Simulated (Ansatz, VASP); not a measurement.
**Two plane-wave programs on TiAl**

```
CELL_PARAMETERS angstrom
2.81209 0.00000 0.00000
-1.40604 2.43534 0.00000
0.00000 0.00000 4.59009
ATOMIC_POSITIONS crystal
Ti 0.00000 0.00000 0.00000
Al 0.33333 0.66667 0.50000
```

Alike in both runs: functional LDA; k mesh 18 × 18 × 10; occupations gaussian, width 0.1 eV; no spin polarisation.

Ansatz relaxed the structure, and its values are those at the end. VASP's run is a single point on that final structure, the one shown.

|  | VASP | Ansatz |
| --- | --- | --- |
| version | VASP 6.6.1 | Ansatz 0.2.0 |
| potentials or method | VASP PAW LDA potentials, release 64 (Ti_sv, Al) | scalar-relativistic, plane waves, PAW |
| plane-wave cutoff (eV) | 520 | 420 |
| valence electrons in the cell | 15 | 15 |

```tsv
	VASP	Ansatz	Ansatz less VASP
gap on the k mesh at the Fermi level (eV)	none	none	-
pressure (GPa)	0.1	0.0	-0.12
```

A gap of «none» marks a metal or a gap that the smearing closes. Ansatz warned: «pseudo_functional_mismatch».
